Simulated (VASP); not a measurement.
# Dy (P6_3/mmc) in VASP: notebook

One crystal, Dy, is run at these levels: PBEsol; tasks: single point.

Program: VASP 6.6.1. These are calculated values, not measurements. Logs are shortened: lines on timing, memory, paths and dates and some standing lists are left out, and cuts for length are marked.

## (1) Starting point

Symmetry: P6_3/mmc, No. 194, hexagonal system. The conventional cell has a = 3.590 Å, b = 3.590 Å, c = 5.647 Å, α = 90.00°, β = 90.00°, γ = 120.00°. Around Dy (site symmetry -6m2) lie 12 Dy at 3.50 to 3.59 Å.

## (2) Single point, PBEsol, collinear spin, ferromagnetic start

Contents of INCAR:

```
SYSTEM = Dy
PREC     = Accurate       ! precision mode
ENCUT    = 280            ! plane-wave cutoff, eV
EDIFF    = 1E-6           ! SCF threshold, eV
ISMEAR   = 1              ! smearing method
SIGMA    = 0.2            ! smearing width, eV
LREAL    = .False.        ! projectors in reciprocal space
LASPH    = .True.         ! aspherical terms in the spheres
NELM     = 100            ! most SCF steps
ALGO     = Normal         ! electronic algorithm
ISIF     = 2              ! what is computed and relaxed
LWAVE    = .False.        ! write WAVECAR
LCHARG   = .False.        ! write CHGCAR
ISPIN    = 2              ! spin polarisation
MAGMOM   = 5 5            ! initial moments
LORBIT   = 11             ! projections on sites
LMAXMIX  = 6              ! l up to which the mixer works
GGA      = PS             ! functional
ADDGRID  = .False.
```

Contents of KPOINTS:

```
regular mesh
0
Gamma
  5 5 3
  0 0 0
```

Contents of POSCAR:

```
Dy
1.0
    3.5903000000      0.0000000000      0.0000000000
   -1.7951500000      3.1092910072      0.0000000000
    0.0000000000      0.0000000000      5.6475000000
Dy
2
Direct
    0.6390340000      0.3471240000      0.7350940000
    0.3239070000      0.6817830000      0.2438910000
```

Potentials or basis: VASP PAW PBE potentials, release 64 (Dy_3), 4f in core.

Command:

```sh
cat potpaw_PBE.64/Dy_3/POTCAR > POTCAR
mpirun -np 1 vasp_std > vasp.out
```

OUTCAR:

```text
SYSTEM = Dy
   PREC = Accurate
   ENCUT = 280
   EDIFF = 1E-6
   ISMEAR = 1
   LREAL = .False.
   LASPH = .True.
   NELM = 100
   ISIF = 2
   ISPIN = 2
   LORBIT = 11
   GGA = PS

 Found     38 irreducible k-points:

 Following reciprocal coordinates:
            Coordinates               Weight
  0.000000  0.000000  0.000000      1.000000
  0.200000  0.000000  0.000000      2.000000
  0.000000  0.200000  0.000000      2.000000
 -0.200000  0.200000  0.000000      2.000000
  0.400000  0.000000  0.000000      2.000000
  0.000000  0.400000  0.000000      2.000000
   k-points           NKPTS =     38   k-points in BZ     NKDIM =     38   number of bands    NBANDS=     18
   number of dos      NEDOS =    301   number of ions     NIONS =      2
   total plane-waves  NPLWV =  12800
   dimension x,y,z NGX =    20 NGY =   20 NGZ =   32
   dimension x,y,z NGXF=    40 NGYF=   40 NGZF=   64
   ions per type =               2
   NGX,Y,Z   is equivalent  to a cutoff of   9.26,  9.26,  9.42 a.u.
   NGXF,Y,Z  is equivalent  to a cutoff of  18.52, 18.52, 18.84 a.u.
 SYSTEM =  Dy
   PREC   = accura    normal or accurate (medium, high low for compatibility)
   ISTART =      0    job   : 0-new  1-cont  2-samecut
   ICHARG =      2    charge: 1-file 2-atom 10-const
   ISPIN  =      2    spin polarized calculation?
   LNONCOLLINEAR =      F non collinear calculations
   LSORBIT =      F    spin-orbit coupling
   LASPH  =      T    aspherical Exc in radial PAW
   ENCUT  =  280.0 eV  20.58 Ry    4.54 a.u.   4.90  4.90  7.71*2*pi/ulx,y,z
   NELM   =    100;   NELMIN=  2; NELMDL= -5     # of ELM steps
   EDIFF  = 0.1E-05   stopping-criterion for ELM
   LREAL  =      F    real-space projection
   EDIFFG = 0.1E-04   stopping-criterion for IOM
   NSW    =      0    number of steps for IOM
   IBRION =     -1    ionic relax: 0-MD 1-quasi-New 2-CG
   NFREE  =      0    steps in history (QN), initial steepest desc. (CG)
   ISIF   =      2    stress and relaxation
   ISYM   =      2    0-nonsym 1-usesym 2-fastsym
   POTIM  = 0.5000    time-step for ionic-motion
   TEBEG  =    0.0;   TEEND  =   0.0 temperature during run
   PSTRESS=    0.0 pullay stress
   NELECT =      18.0000    total number of electrons
   NUPDOWN=      -1.0000    fix difference up-down
   EMIN   =  10.00;   EMAX   =-10.00  energy-range for DOS
   EFERMI =   0.00;   METHOD = LEGACY
   ISMEAR =     1;   SIGMA  =   0.20  broadening in eV -4-tet -1-fermi 0-gaus
   EFERMI_NEDOS =   21; number of points for ismear=-14 and -15
   IALGO  =     38    algorithm
   IMIX   =      4    mixing-type and parameters
     AMIX     =   0.40;   BMIX     =  1.00
     AMIX_MAG =   1.60;   BMIX_MAG =  1.00
  volume/ion in A,a.u.               =      31.52       212.72
  Fermi-wavevector in a.u.,A,eV,Ry     =   1.077994  2.037113 15.810927  1.162070
  Thomas-Fermi vector in A             =   2.213920
   LORBIT       =     11    0 simple, 1 ext, 2 COOP (PROOUT), +10 PAW based schemes
   GGA     = PS    functional components
   LHFCALC =     F    Hartree Fock is set to
   AEXX    =    0.0000 exact exchange contribution
   IVDW    =     0    specifies the selected vdW correction
   LEPSILON=     F    determine dielectric tensor
   LRPA    =     F    only Hartree local field effects (RPA)
 spin polarized calculation
 Methfessel and Paxton  Order N= 1 SIGMA  =   0.20
  energy-cutoff  :      280.00
  volume of cell :       63.04
 maximum number of plane-waves:       687
   NGX =  9   NGY =  9   NGZ = 15

 number of electron      18.0000000 magnetization      10.0000000

 number of electron      18.0000001 magnetization       0.8409511

 Free energy of the ion-electron system (eV)
  ---------------------------------------------------
  ext. energy  EPLUGINS =         0.00000000
  ---------------------------------------------------
  free energy    TOTEN  =        -9.86269127 eV

  energy without entropy =       -9.85693665  energy(sigma->0) =       -9.86077306

 E-fermi :   2.9904     XC(G=0):  -9.9619

 val. band max:        2.9903742801   @ k =  -0.4000  -0.2000   0.3333
 cond. band min:       2.9977246719   @ k =  -0.2000  -0.4000   0.3333
 fundamental gap:      0.0073503917
 Fermi energy:         2.9904118076

 spin component 1

 k-point     1 :       0.0000    0.0000    0.0000
  band No.  band energies     occupation
      1     -20.6442      1.00000
      2     -20.0404      1.00000
      3     -20.0251      1.00000
      4     -19.9269      1.00000
      5     -19.9146      1.00000
      6     -19.8936      1.00000
[... 10 lines left out ...]
     17       8.0538      0.00000
     18       8.3752      0.00000
[... 85 lines left out ...]
 k-point     6 :       0.0000    0.4000    0.0000
  band No.  band energies     occupation
      1     -20.4669      1.00000
      2     -20.3875      1.00000
      3     -20.3313      1.00000
      4     -20.1666      1.00000
      5     -20.0491      1.00000
      6     -19.9862      1.00000
[... 10 lines left out ...]
     17       9.1650      0.00000
     18      10.1866      0.00000

 [... further k-points ...]

 spin component 2

 k-point     1 :       0.0000    0.0000    0.0000
  band No.  band energies     occupation
      1     -20.5331      1.00000
      2     -19.9360      1.00000
      3     -19.9187      1.00000
      4     -19.8224      1.00000
      5     -19.8124      1.00000
      6     -19.7983      1.00000
[... 10 lines left out ...]
     17       8.2094      0.00000
     18       8.5246      0.00000
[... 85 lines left out ...]
 k-point     6 :       0.0000    0.4000    0.0000
  band No.  band energies     occupation
      1     -20.3504      1.00000
      2     -20.2796      1.00000
      3     -20.2193      1.00000
      4     -20.0584      1.00000
      5     -19.9507      1.00000
      6     -19.8813      1.00000
[... 10 lines left out ...]
     17       9.3040      0.00000
     18      10.4707      0.00000

 [... further k-points ...]
[... 5 lines left out ...]
  --------------------------------------------------------------------------------------
  -------------------------------------------------------------------------------------
  Total       -0.6146738     -0.6038758     -0.9777041     -0.0536023      0.0018040      0.0224536
  in kB      -15.6209310    -15.3465193    -24.8467554     -1.3622147      0.0458455      0.5706207
  external PRESSURE =     -18.6047352 kB  Pullay stress =       0.0000000 kB

 VOLUME and BASIS-vectors are now :
 -----------------------------------------------------------------------------
  energy-cutoff  :      280.00
  volume of cell :       63.04
      direct lattice vectors                 reciprocal lattice vectors
     3.590300000  0.000000000  0.000000000     0.278528257  0.160808364  0.000000000
    -1.795150000  3.109291007  0.000000000     0.000000000  0.321616728  0.000000000
     0.000000000  0.000000000  5.647500000     0.000000000  0.000000000  0.177069500

 POSITION                                       TOTAL-FORCE (eV/Angst)
 -----------------------------------------------------------------------------------
      1.67118      1.07931      4.15144         0.056261      0.002987      0.140638
     -0.06098      2.11986      1.37737        -0.056261     -0.002987     -0.140638
 -----------------------------------------------------------------------------------
    total drift:                                0.000010     -0.000002      0.000007

  FREE ENERGIE OF THE ION-ELECTRON SYSTEM (eV)
  ---------------------------------------------------
  free  energy   TOTEN  =        -9.8626912712 eV

  energy  without entropy=       -9.8569366497  energy(sigma->0) =       -9.86077306

 total charge

# of ion       s       p       d       tot
------------------------------------------
    1        0.443   6.380   1.110   7.932
    2        0.443   6.380   1.110   7.932
--------------------------------------------------
tot          0.885  12.760   2.219  15.865

 magnetization (x)

# of ion       s       p       d       tot
------------------------------------------
    1        0.009   0.090   0.209   0.307
    2        0.009   0.090   0.209   0.307
--------------------------------------------------
tot          0.017   0.180   0.418   0.614
```

OSZICAR:

```text
N       E                     dE             d eps       ncg     rms          rms(c)
DAV:   1     0.479357424850E+02    0.47936E+02   -0.60195E+03  2768   0.572E+02
DAV:   2    -0.293459409763E+01   -0.50870E+02   -0.48490E+02  2854   0.196E+02
DAV:   3    -0.479510551391E+01   -0.18605E+01   -0.18040E+01  3850   0.254E+01
[... 11 lines left out ...]
DAV:  15    -0.986223339676E+01   -0.10017E-03   -0.37393E-05  3614   0.258E-02    0.148E-01
DAV:  16    -0.986233616880E+01   -0.10277E-03   -0.44259E-05  2862   0.252E-02    0.134E-01
DAV:  17    -0.986267045968E+01   -0.33429E-03   -0.11988E-03  2882   0.126E-01    0.474E-02
DAV:  18    -0.986268937483E+01   -0.18915E-04   -0.84582E-05  3916   0.438E-02    0.190E-02
DAV:  19    -0.986269128369E+01   -0.19089E-05   -0.12555E-05  2876   0.148E-02    0.421E-03
DAV:  20    -0.986269127117E+01    0.12523E-07   -0.26520E-06  2670   0.663E-03
   1 F= -.98626913E+01 E0= -.98607731E+01  d E =-.575462E-02  mag=     0.8451
```

It took 32 s on 1 thread of Intel Xeon Platinum 8488C (Sapphire Rapids), shared host; peak memory 0.16 GiB.

The run converged, but some of its settings lie outside the range that counts as converged, so its numbers aren't taken as properties of the crystal.

What came out:

- Free energy: -9.8627 eV
- Pressure: -1.9 GPa
- Largest force: 0.152 eV/Å
- Band gap on the k mesh: none (metal or under the smearing width)
- Net moment: 0.84 μB per cell
- Site moments: Dy +0.31 μB
- Valence electrons inside the program's atomic spheres: Dy 7.93

Caveat: the k mesh is coarse (spacing up to 0.40 Å⁻¹), so the values aren't converged; the magnetic or orbital state may not be the lowest; the PAW data sets were made with another functional, which shifts forces and pressure a little; spin-orbit coupling is left out, which moves the levels of the heavy elements; the 4f electrons are frozen in the core as for a trivalent ion, so they carry no moment and show no levels.

(Continued in part 2 of 2.)
